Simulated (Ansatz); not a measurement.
# Ruthenium, dhcp under r²SCAN: structure, energy and stiffness, part 2 of 2

What does r²SCAN give for ruthenium in the dhcp structure? We relax it, solve it on a dense k-mesh, then scale the cell to 7 volumes from 88 to 112 % of the relaxed one and try a fit of the equation of state. The start is ferromagnetic. The k-meshes are 13×13×4 for the relaxation; 18×18×5 for the dense run; 15×15×4 for the volumes.

Ansatz 0.2.0; DFT, r2SCAN, plane waves (500 eV) with PAW, scalar-relativistic.

### 4 Volume × 0.88

Input file input.yaml:

```yaml
crystal:
  lattice:
    - [2.5791242001, 0.0, 0.0]
    - [-1.2895621001, 2.2335870768, 0.0]
    - [0.0, 0.0, 8.2758337335]
  atoms:
    - { symbol: Ru, position: [0.0, 1.0, 0.0], spin: 1.0 }
    - { symbol: Ru, position: [0.0, 1.0, 0.5], spin: 1.0 }
    - { symbol: Ru, position: [0.3333333333, 0.6666666667, 0.25], spin: 1.0 }
    - { symbol: Ru, position: [0.6666666667, 0.3333333333, 0.75], spin: 1.0 }
hamiltonian:
  xc: r2scan
  pseudopotentials:
    kind: paw
    azcp:
      Ru: "pseudopotentials/Ru.paw.azcp"
basis:
  ecutwfc: 500
  fft_grid_basis: typed
kpoints:
  mp_grid: { grid: [15, 15, 4], shift: [0, 0, 0] }
magnetization:
  spin_polarized: true
scf:
  occupations: { method: fermi_dirac, width: 0.05 }
  lower_state_search: "off"
output:
  stress: true
```

Run with:

```bash
> ansatz run input.yaml --threads 2 --pin off --max-ram 6144MiB --backend cpu --events-out ev --progress --plain --runs-dir out
```

Output (excerpt; [...] marks lines left out):

```text
Warning: RAYON_NUM_THREADS=2 ignored (pool sized by the plan → 2); use --threads N
[...]
Pseudopotentials: kind: paw
Pseudopotential: Ru, paw, valence charge 16, recommended cutoff 500 eV (meta_gga), <dir>
Functional definition: r2SCAN
[...]
Crystal: 4 atoms, lattice volume = 47.675 Å³
Basis set: ecut = 500 eV, 1231 PW (Γ), exchange–correlation on 80×80×256 points (64 copies of the dense FFT grid, shifted against one another)
Bands: 41, of which v1, the nominal top of the filled ones, is band 32 counted from 1 (31 counted from 0)
Symmetry: 24 space group operations
Space group: P63/mmc (ITA 194), of the structure as read, at distance tolerance 3.6e-5 Å
Magnetic group: BNS 194.263 (UNI 1493), of the structure as read, at distance tolerance 3.6e-5 Å
k-points: 81 of 900
[...]
Starting moments: Σ|m| = 4 μB on 4 of 4 sites
[...]
WARN: the starting moments were not kept: the SCF closed with an absolute magnetisation of 3.4e-5 μB, where they sum to 4 μB in size (4 sites). That is at most 0.1 of that sum. Measured as dr2_m measures the in/out step, that magnetisation stands 3.1e-10 eV from none, at or under the [...]
this state was not tested for a lower state beside it, because the mixer in use, unlike msr1, does not test its closes by its own steps (another_mixer; see scf.mixing.algorithm and scf.lower_state_search)
SCF converged after 20 iterations
Magnetization: 0.0000 μB (32.0000 up, 32.0000 down)
Absolute magnetization: 0.0000 μB (∫|ρ↑−ρ↓|, with the PAW one-centre terms)
Spin contamination: 0.0000 ħ² per cell (⟨S²⟩ above its minimum at these occupations)
Per-site moments (μB) at R_I (Å): [(1.4057112520687718e-5, 1.0515014900651518), (1.4057112520685343e-5, 1.0515014900651518), (1.5096678956739274e-6, 1.051501490065152), (1.5096678956063323e-6, 1.0515014900651518)]
Free energy (F): -23561.460919 eV
[...]
E sigma→0 (E₀):  -23561.447691 eV
Entropy (-TS):   -0.026457 eV (-6.614 meV/atom)
Fermi energy:    27.361482 eV
[...]
--- Stress (GPa, compression-positive) ---
       56.213628       0.000000       0.000000
        0.000000      56.213628       0.000000
        0.000000       0.000000      60.660171
  P = ⅓ Tr σ = 57.6958 GPa (576.958 kbar)
```

It took 53 s on 2 threads of Arm Neoverse V1, shared host; peak memory 0.6 GiB.

### 5 Volume × 0.92

input.yaml: that of step 4 with these lines changed.

```diff
@@ -2,5 +2,5 @@
   lattice:
-    - [2.5791242001, 0.0, 0.0]
-    - [-1.2895621001, 2.2335870768, 0.0]
-    - [0.0, 0.0, 8.2758337335]
+    - [2.6176242672, 0.0, 0.0]
+    - [-1.3088121336, 2.266929113, 0.0]
+    - [0.0, 0.0, 8.3993718532]
   atoms:
@@ -28 +28,5 @@
   stress: true
+  write_density: true
+  write_potential: true
+  elf: true
+  volumetric_format: npy
```

Run with:

```bash
> ansatz run input.yaml --threads 2 --pin off --max-ram 6144MiB --backend cpu --events-out ev --progress --plain --runs-dir out
```

Output (excerpt; [...] marks lines left out):

```text
Warning: RAYON_NUM_THREADS=2 ignored (pool sized by the plan → 2); use --threads N
[...]
[... 3 set-up lines as earlier in the session ...]
[...]
Crystal: 4 atoms, lattice volume = 49.842 Å³
Basis set: ecut = 500 eV, 1255 PW (Γ), exchange–correlation on 80×80×256 points (64 copies of the dense FFT grid, shifted against one another)
Bands: 41, of which v1, the nominal top of the filled ones, is band 32 counted from 1 (31 counted from 0)
[... 1 set-up line as earlier in the session ...]
Space group: P63/mmc (ITA 194), of the structure as read, at distance tolerance 3.7e-5 Å
Magnetic group: BNS 194.263 (UNI 1493), of the structure as read, at distance tolerance 3.7e-5 Å
k-points: 81 of 900
[...]
Starting moments: Σ|m| = 4 μB on 4 of 4 sites
[...]
WARN: the starting moments were not kept: the SCF closed with an absolute magnetisation of 1.0e-4 μB, where they sum to 4 μB in size (4 sites). That is at most 0.1 of that sum. Measured as dr2_m measures the in/out step, that magnetisation stands 2.2e-9 eV from none, at or under the [...]
this state was not tested for a lower state beside it, because the mixer in use, unlike msr1, does not test its closes by its own steps (another_mixer; see scf.mixing.algorithm and scf.lower_state_search)
SCF converged after 19 iterations
Magnetization: -0.0000 μB (32.0000 up, 32.0000 down)
Absolute magnetization: 0.0001 μB (∫|ρ↑−ρ↓|, with the PAW one-centre terms)
Spin contamination: 0.0000 ħ² per cell (⟨S²⟩ above its minimum at these occupations)
Per-site moments (μB) at R_I (Å): [(1.4094044698647433e-5, 1.0671978562733364), (1.4094044698642141e-5, 1.0671978562733362), (-3.7588120467050696e-5, 1.0671978562733364), (-3.758812046703627e-5, 1.0671978562733362)]
Free energy (F): -23562.073798 eV
[...]
E sigma→0 (E₀):  -23562.059572 eV
Entropy (-TS):   -0.028451 eV (-7.113 meV/atom)
Fermi energy:    25.943458 eV
[...]
--- Stress (GPa, compression-positive) ---
       32.696754       0.000000       0.000000
        0.000000      32.696754       0.000000
        0.000000       0.000000      36.155883
  P = ⅓ Tr σ = 33.8498 GPa (338.498 kbar)
--- Band table (eV; the first three rows and the last of 162) ---
[...]
```

It took 64 s on 2 threads of Arm Neoverse V1, shared host; peak memory 0.63 GiB.

Density in a lattice plane of the grid's cell (edges 2.62 and 8.40 Å, at 0.000 of the third edge), which holds Ru. It is the smooth density of the valence electrons, not physical close to the nuclei.

Ten even steps from ' ' (0.33 e/Å³) to '@' (10.05 e/Å³):
```
##++..      ..++
..              
                
        ..      
      ..::..    
        ..      
                
..              
##++..      ..++
@@%%--      --%%
##++..      ..++
..              
                
        ..      
      ..::..    
        ..      
                
..              
##++..      ..++
@@%%--      --%%
```
Columns run along the first of these edges and rows up along the second, over one cell in 8 and 20 even steps from the bottom left corner. Atoms in the plane (fractional): Ru at (0.00, 0.00), Ru at (0.00, 0.50).

### 6 Volume × 0.96

input.yaml: that of step 5 with these lines changed.

```diff
@@ -2,5 +2,5 @@
   lattice:
-    - [2.6176242672, 0.0, 0.0]
-    - [-1.3088121336, 2.266929113, 0.0]
-    - [0.0, 0.0, 8.3993718532]
+    - [2.6550239525, 0.0, 0.0]
+    - [-1.3275119763, 2.2993181905, 0.0]
+    - [0.0, 0.0, 8.5193790933]
   atoms:
@@ -28,5 +28 @@
   stress: true
-  write_density: true
-  write_potential: true
-  elf: true
-  volumetric_format: npy
```

Run with:

```bash
> ansatz run input.yaml --threads 2 --pin off --max-ram 6144MiB --backend cpu --events-out ev --progress --plain --runs-dir out
```

Output (excerpt; [...] marks lines left out):

```text
Warning: RAYON_NUM_THREADS=2 ignored (pool sized by the plan → 2); use --threads N
[...]
[... 3 set-up lines as earlier in the session ...]
[...]
Crystal: 4 atoms, lattice volume = 52.009 Å³
Basis set: ecut = 500 eV, 1315 PW (Γ), exchange–correlation on 80×80×256 points (64 copies of the dense FFT grid, shifted against one another)
Bands: 41, of which v1, the nominal top of the filled ones, is band 32 counted from 1 (31 counted from 0)
[... 2 set-up lines as earlier in the session ...]
Magnetic group: BNS 194.263 (UNI 1493), of the structure as read, at distance tolerance 3.7e-5 Å
k-points: 81 of 900
[...]
Starting moments: Σ|m| = 4 μB on 4 of 4 sites
[...]
WARN: the starting moments were not kept: the SCF closed with an absolute magnetisation of 1.3e-4 μB, where they sum to 4 μB in size (4 sites). That is at most 0.1 of that sum. Measured as dr2_m measures the in/out step, that magnetisation stands 3.4e-9 eV from none, at or under the [...]
this state was not tested for a lower state beside it, because the mixer in use, unlike msr1, does not test its closes by its own steps (another_mixer; see scf.mixing.algorithm and scf.lower_state_search)
SCF converged after 21 iterations
Magnetization: -0.0001 μB (32.0000 up, 32.0000 down)
Absolute magnetization: 0.0001 μB (∫|ρ↑−ρ↓|, with the PAW one-centre terms)
Spin contamination: 0.0000 ħ² per cell (⟨S²⟩ above its minimum at these occupations)
Per-site moments (μB) at R_I (Å): [(1.928189389813411e-5, 1.0824455999833902), (1.928189389812596e-5, 1.0824455999833902), (-4.654499143396688e-5, 1.0824455999833902), (-4.65449914339661e-5, 1.0824455999833902)]
Free energy (F): -23562.398730 eV
[...]
E sigma→0 (E₀):  -23562.383472 eV
Entropy (-TS):   -0.030516 eV (-7.629 meV/atom)
Fermi energy:    24.639790 eV
[...]
--- Stress (GPa, compression-positive) ---
       14.050859      -0.000000       0.000000
       -0.000000      14.050859       0.000000
        0.000000       0.000000      16.674363
  P = ⅓ Tr σ = 14.9254 GPa (149.254 kbar)
```

Run time: 58 s. Hardware: 2 threads of Arm Neoverse V1, shared host; peak memory 0.62 GiB.

### 7 Volume × 1.0

input.yaml: that of step 6 with these lines changed.

```diff
@@ -2,5 +2,5 @@
   lattice:
-    - [2.6550239525, 0.0, 0.0]
-    - [-1.3275119763, 2.2993181905, 0.0]
-    - [0.0, 0.0, 8.5193790933]
+    - [2.6913986637, 0.0, 0.0]
+    - [-1.3456993319, 2.3308196145, 0.0]
+    - [0.0, 0.0, 8.6360974204]
   atoms:
```

Run with:

```bash
> ansatz run input.yaml --threads 2 --pin off --max-ram 6144MiB --backend cpu --events-out ev --progress --plain --runs-dir out
```

Output (excerpt; [...] marks lines left out):

```text
Warning: RAYON_NUM_THREADS=2 ignored (pool sized by the plan → 2); use --threads N
[...]
[... 3 set-up lines as earlier in the session ...]
[...]
Crystal: 4 atoms, lattice volume = 54.176 Å³
Basis set: ecut = 500 eV, 1375 PW (Γ), exchange–correlation on 80×80×256 points (64 copies of the dense FFT grid, shifted against one another)
Bands: 41, of which v1, the nominal top of the filled ones, is band 32 counted from 1 (31 counted from 0)
[... 2 set-up lines as earlier in the session ...]
Magnetic group: BNS 194.263 (UNI 1493), of the structure as read, at distance tolerance 3.8e-5 Å
k-points: 81 of 900
[...]
Starting moments: Σ|m| = 4 μB on 4 of 4 sites
[...]
WARN: the starting moments were not kept: the SCF closed with an absolute magnetisation of 1.7e-4 μB, where they sum to 4 μB in size (4 sites). That is at most 0.1 of that sum. Measured as dr2_m measures the in/out step, that magnetisation stands 4.9e-9 eV from none, at or under the [...]
this state was not tested for a lower state beside it, because the mixer in use, unlike msr1, does not test its closes by its own steps (another_mixer; see scf.mixing.algorithm and scf.lower_state_search)
SCF converged after 20 iterations
Magnetization: -0.0002 μB (31.9999 up, 32.0001 down)
Absolute magnetization: 0.0002 μB (∫|ρ↑−ρ↓|, with the PAW one-centre terms)
Spin contamination: 0.0000 ħ² per cell (⟨S²⟩ above its minimum at these occupations)
Per-site moments (μB) at R_I (Å): [(-4.6161275384542346e-5, 1.0972754647248406), (-4.616127538455784e-5, 1.0972754647248408), (-3.5388067670909404e-5, 1.0972754647248408), (-3.538806767089347e-5, 1.0972754647248406)]
Free energy (F): -23562.495154 eV
[...]
E sigma→0 (E₀):  -23562.478832 eV
Entropy (-TS):   -0.032645 eV (-8.161 meV/atom)
Fermi energy:    23.437420 eV
[...]
--- Stress (GPa, compression-positive) ---
       -0.726094       0.000000       0.000000
        0.000000      -0.726094       0.000000
        0.000000       0.000000       1.190309
  P = ⅓ Tr σ = -0.0873 GPa (-0.873 kbar)
```

Wall time 56 s (2 threads of Arm Neoverse V1, shared host); peak memory 0.64 GiB.

### 8 Volume × 1.04

input.yaml: that of step 7 with these lines changed.

```diff
@@ -2,5 +2,5 @@
   lattice:
-    - [2.6913986637, 0.0, 0.0]
-    - [-1.3456993319, 2.3308196145, 0.0]
-    - [0.0, 0.0, 8.6360974204]
+    - [2.7268158656, 0.0, 0.0]
+    - [-1.3634079328, 2.361491811, 0.0]
+    - [0.0, 0.0, 8.7497433138]
   atoms:
@@ -28 +28,5 @@
   stress: true
+  write_density: true
+  write_potential: true
+  elf: true
+  volumetric_format: npy
```

Run with:

```bash
> ansatz run input.yaml --threads 2 --pin off --max-ram 6144MiB --backend cpu --events-out ev --progress --plain --runs-dir out
```

Output (excerpt; [...] marks lines left out):

```text
Warning: RAYON_NUM_THREADS=2 ignored (pool sized by the plan → 2); use --threads N
[...]
[... 3 set-up lines as earlier in the session ...]
[...]
Crystal: 4 atoms, lattice volume = 56.343 Å³
Basis set: ecut = 500 eV, 1387 PW (Γ), exchange–correlation on 80×80×256 points (64 copies of the dense FFT grid, shifted against one another)
Bands: 41, of which v1, the nominal top of the filled ones, is band 32 counted from 1 (31 counted from 0)
[... 2 set-up lines as earlier in the session ...]
Magnetic group: BNS 194.263 (UNI 1493), of the structure as read, at distance tolerance 3.8e-5 Å
k-points: 81 of 900
[...]
Starting moments: Σ|m| = 4 μB on 4 of 4 sites
[...]
WARN: the starting moments were not kept: the SCF closed with an absolute magnetisation of 3.0e-5 μB, where they sum to 4 μB in size (4 sites). That is at most 0.1 of that sum. Measured as dr2_m measures the in/out step, that magnetisation stands 1.6e-10 eV from none, at or under the [...]
this state was not tested for a lower state beside it, because the mixer in use, unlike msr1, does not test its closes by its own steps (another_mixer; see scf.mixing.algorithm and scf.lower_state_search)
SCF converged after 21 iterations
Magnetization: 0.0000 μB (32.0000 up, 32.0000 down)
Absolute magnetization: 0.0000 μB (∫|ρ↑−ρ↓|, with the PAW one-centre terms)
Spin contamination: 0.0000 ħ² per cell (⟨S²⟩ above its minimum at these occupations)
Per-site moments (μB) at R_I (Å): [(7.421737001366356e-6, 1.1117149556682095), (7.421737001378805e-6, 1.1117149556682095), (5.606910531255213e-6, 1.1117149556682095), (5.606910531315207e-6, 1.1117149556682095)]
Free energy (F): -23562.410436 eV
[...]
E sigma→0 (E₀):  -23562.393022 eV
Entropy (-TS):   -0.034828 eV (-8.707 meV/atom)
Fermi energy:    22.325270 eV
[...]
--- Stress (GPa, compression-positive) ---
      -12.416180       0.000000       0.000000
        0.000000     -12.416180       0.000000
        0.000000       0.000000     -11.096761
  P = ⅓ Tr σ = -11.9764 GPa (-119.764 kbar)
--- Band table (eV; the first three rows and the last of 162) ---
[...]
```

It took 77 s on 2 threads of Arm Neoverse V1, shared host; peak memory 0.65 GiB.

### 9 Volume × 1.08

input.yaml: that of step 8 with these lines changed.

```diff
@@ -2,5 +2,5 @@
   lattice:
-    - [2.7268158656, 0.0, 0.0]
-    - [-1.3634079328, 2.361491811, 0.0]
-    - [0.0, 0.0, 8.7497433138]
+    - [2.7613361867, 0.0, 0.0]
+    - [-1.3806680934, 2.3913872861, 0.0]
+    - [0.0, 0.0, 8.8605113172]
   atoms:
@@ -28,5 +28 @@
   stress: true
-  write_density: true
-  write_potential: true
-  elf: true
-  volumetric_format: npy
```

Run with:

```bash
> ansatz run input.yaml --threads 2 --pin off --max-ram 6144MiB --backend cpu --events-out ev --progress --plain --runs-dir out
```

Output (excerpt; [...] marks lines left out):

```text
Warning: RAYON_NUM_THREADS=2 ignored (pool sized by the plan → 2); use --threads N
[...]
[... 3 set-up lines as earlier in the session ...]
[...]
Crystal: 4 atoms, lattice volume = 58.510 Å³
Basis set: ecut = 500 eV, 1437 PW (Γ), exchange–correlation on 96×96×288 points (64 copies of the dense FFT grid, shifted against one another)
Bands: 41, of which v1, the nominal top of the filled ones, is band 32 counted from 1 (31 counted from 0)
[... 1 set-up line as earlier in the session ...]
Space group: P63/mmc (ITA 194), of the structure as read, at distance tolerance 3.9e-5 Å
Magnetic group: BNS 194.263 (UNI 1493), of the structure as read, at distance tolerance 3.9e-5 Å
k-points: 81 of 900
[...]
Starting moments: Σ|m| = 4 μB on 4 of 4 sites
[...]
WARN: the starting moments were not kept: the SCF closed with an absolute magnetisation of 1.4e-4 μB, where they sum to 4 μB in size (4 sites). That is at most 0.1 of that sum. Measured as dr2_m measures the in/out step, that magnetisation stands 4.3e-9 eV from none, at or under the [...]
this state was not tested for a lower state beside it, because the mixer in use, unlike msr1, does not test its closes by its own steps (another_mixer; see scf.mixing.algorithm and scf.lower_state_search)
SCF converged after 23 iterations
Magnetization: -0.0001 μB (31.9999 up, 32.0001 down)
Absolute magnetization: 0.0001 μB (∫|ρ↑−ρ↓|, with the PAW one-centre terms)
Spin contamination: 0.0000 ħ² per cell (⟨S²⟩ above its minimum at these occupations)
Per-site moments (μB) at R_I (Å): [(-9.615982072162438e-6, 1.1257887909320732), (-9.61598207218068e-6, 1.1257887909320732), (-5.493363514288869e-5, 1.1257887909320732), (-5.493363514272968e-5, 1.1257887909320732)]
Free energy (F): -23562.182466 eV
[...]
E sigma→0 (E₀):  -23562.163939 eV
Entropy (-TS):   -0.037054 eV (-9.264 meV/atom)
Fermi energy:    21.293835 eV
[...]
--- Stress (GPa, compression-positive) ---
      -21.633400       0.000000       0.000000
        0.000000     -21.633400       0.000000
        0.000000       0.000000     -20.816178
  P = ⅓ Tr σ = -21.3610 GPa (-213.610 kbar)
```

Wall time 76 s (2 threads of Arm Neoverse V1, shared host); peak memory 0.73 GiB.

### 10 Volume × 1.12

input.yaml: that of step 9 with these lines changed.

```diff
@@ -2,5 +2,5 @@
   lattice:
-    - [2.7613361867, 0.0, 0.0]
-    - [-1.3806680934, 2.3913872861, 0.0]
-    - [0.0, 0.0, 8.8605113172]
+    - [2.7950143374, 0.0, 0.0]
+    - [-1.3975071687, 2.4205534201, 0.0]
+    - [0.0, 0.0, 8.9685769837]
   atoms:
@@ -28 +28,5 @@
   stress: true
+  write_density: true
+  write_potential: true
+  elf: true
+  volumetric_format: npy
```

Run with:

```bash
> ansatz run input.yaml --threads 2 --pin off --max-ram 6144MiB --backend cpu --events-out ev --progress --plain --runs-dir out
```

Output (excerpt; [...] marks lines left out):

```text
Warning: RAYON_NUM_THREADS=2 ignored (pool sized by the plan → 2); use --threads N
[...]
[... 3 set-up lines as earlier in the session ...]
[...]
Crystal: 4 atoms, lattice volume = 60.677 Å³
Basis set: ecut = 500 eV, 1533 PW (Γ), exchange–correlation on 96×96×288 points (64 copies of the dense FFT grid, shifted against one another)
Bands: 41, of which v1, the nominal top of the filled ones, is band 32 counted from 1 (31 counted from 0)
[... 2 set-up lines as earlier in the session ...]
Magnetic group: BNS 194.263 (UNI 1493), of the structure as read, at distance tolerance 3.9e-5 Å
k-points: 81 of 900
[...]
Starting moments: Σ|m| = 4 μB on 4 of 4 sites
[...]
WARN: the starting moments were not kept: the SCF closed with an absolute magnetisation of 2.2e-4 μB, where they sum to 4 μB in size (4 sites). That is at most 0.1 of that sum. Measured as dr2_m measures the in/out step, that magnetisation stands 1.0e-8 eV from none, at or under the [...]
this state was not tested for a lower state beside it, because the mixer in use, unlike msr1, does not test its closes by its own steps (another_mixer; see scf.mixing.algorithm and scf.lower_state_search)
SCF converged after 24 iterations
Magnetization: -0.0002 μB (31.9999 up, 32.0001 down)
Absolute magnetization: 0.0002 μB (∫|ρ↑−ρ↓|, with the PAW one-centre terms)
Spin contamination: 0.0000 ħ² per cell (⟨S²⟩ above its minimum at these occupations)
Per-site moments (μB) at R_I (Å): [(7.4832347477095296e-6, 1.1395192757347314), (7.483234747728784e-6, 1.1395192757347314), (-9.098411938747096e-5, 1.1395192757347314), (-9.098411938727307e-5, 1.1395192757347314)]
Free energy (F): -23561.841684 eV
[...]
E sigma→0 (E₀):  -23561.822025 eV
Entropy (-TS):   -0.039318 eV (-9.830 meV/atom)
Fermi energy:    20.334896 eV
[...]
--- Stress (GPa, compression-positive) ---
      -28.862029       0.000000      -0.000000
        0.000000     -28.862029      -0.000000
       -0.000000      -0.000000     -28.466399
  P = ⅓ Tr σ = -28.7302 GPa (-287.302 kbar)
--- Band table (eV; the first three rows and the last of 162) ---
[...]
```

Wall time 98 s (2 threads of Arm Neoverse V1, shared host); peak memory 0.73 GiB.

### 11 Fitting the volumes

All volumes keep the relaxed shape and fractional coordinates.

```csv
V (Å³/atom),E − E₀ (meV/atom),P from the stress (GPa),P from the fit (GPa)
11.919,257.7,57.70,57.74
12.460,104.8,33.85,33.75
13.002,23.8,14.93,14.82
13.544,-0.1,-0.09,-0.16
14.086,21.4,-11.98,-12.03
14.627,78.7,-21.36,-21.44
15.169,164.1,-28.73,-28.89
```

Fit (Birch-Murnaghan, third order): V₀ = 13.537 Å³/atom, B₀ = 333 GPa, B₀′ = 4.8, largest residual 0.07 meV/atom.

The fit is made to E(σ → 0), while the stress belongs to the free energy F; that is one source of the offset between the two pressures.

### 12 Summary of results

The summary covers parts 1 to 2.

| quantity | value |
| --- | --- |
| space group (spins left aside) | P6_3/mmc (No. 194) |
| conventional cell | a = 2.691 Å, c = 8.636 Å (c/a = 3.209) |
| volume | 13.544 Å³/atom |
| shortest distance | 2.660 Å |
| gap on the mesh | none (levels filled in part) |
| magnetic state | non-magnetic |
| relative to hcp | +89 meV/atom |
| V₀, B₀, B₀′ | 13.537 Å³/atom, 333 GPa, 4.8 |

The relaxation shrank the cell by 0.1 % in volume. Against the reference form of ruthenium (hcp, computed apart with the same settings) it stands 89 meV/atom higher. The moments die out: the run ends non-magnetic. No gap shows: it is a metal or semimetal at this level. The fitted modulus is 333 GPa, among the stiffest elements; letting shape and positions relax at each volume could only lower it. The symmetry was held, so the structure may be unstable against distortions that break it.
